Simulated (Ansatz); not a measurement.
## A point defect in ZnS

Computed with Ansatz 0.2.0, DFT PBE, scalar-relativistic, plane waves, PAW. Run with 420 eV cutoff, 2×2×2 k-mesh, shifted by half a step, Gaussian smearing of 0.01 eV, collinear spin in charge +1 alone.

Host crystal, relaxed:

```cif
data_structure
_symmetry_space_group_name_H-M 'P 1'
_symmetry_Int_Tables_number 1
_cell_length_a 3.8483
_cell_length_b 3.8483
_cell_length_c 3.8483
_cell_angle_alpha 60.000
_cell_angle_beta 60.000
_cell_angle_gamma 60.000
_cell_volume 40.30
loop_
_atom_site_label
_atom_site_type_symbol
_atom_site_fract_x
_atom_site_fract_y
_atom_site_fract_z
_atom_site_occupancy
Zn1 Zn 0.00000 0.00000 0.00000 1
S1 S 0.25000 0.25000 0.25000 1
```

Supercell of 32 atoms, rows in host cell vectors: 1 1 -3; 1 1 1; 1 -3 1. Atoms relax at the host's cell, keeping the symmetry that the supercell leaves at the site. The cell is small, so energies carry finite-size errors of tenths of an eV. The host's Kohn–Sham gap is 2.02 eV. Atoms are taken from and returned to the elements' standard states. Charged cells are corrected for image charges with the computed static dielectric tensor (mean 9.4) and aligned with the host's potential at far atoms (alignment terms reach 0.37 eV; the program doubts the alignment in some charges, where it is up to 0.25 eV). No band-filling term is added, and the Fermi level counts from the host's valence band top.

The defect is an interstitial at (0.750, 0.750, 0.750) of the host cell.

| charge | E_f at the valence band top (eV) | over the neutral state (eV) | moment (μB) | largest move (Å) | atoms near the site |
| --- | --- | --- | --- | --- | --- |
| +2 | 0.37 | -3.10 | 0.00 | 0.24 | 4 Zn at 2.60 Å, 6 S at 2.67 Å |
| +1 | 1.72 | -1.75 | 1.00 | 0.18 | 4 Zn at 2.54 Å, 6 S at 2.75 Å |
| 0 | 3.47 | 0.00 | 0.00 | 0.12 | 4 Zn at 2.48 Å, 6 S at 2.84 Å |

Among the charges computed the stable one is +2 at the valence band top, changing to +1 at 1.36 eV, changing to 0 at 1.75 eV. Other sites of the defect weren't tried.

Q: Which element is it? Judge by the nearest distance in charge 0 and covalent radii.
A. Sc
B. Zn
C. C
D. Mo
E. Ti

A: B. The nearest neighbour is Zn at 2.48 Å, and the summed covalent radii with Zn are 1.98 Å for C, 2.76 Å for Mo, 2.92 Å for Sc, 2.82 Å for Ti, 2.44 Å for Zn, so Zn fits best. Bonds can miss such sums by a tenth of an ångström or more.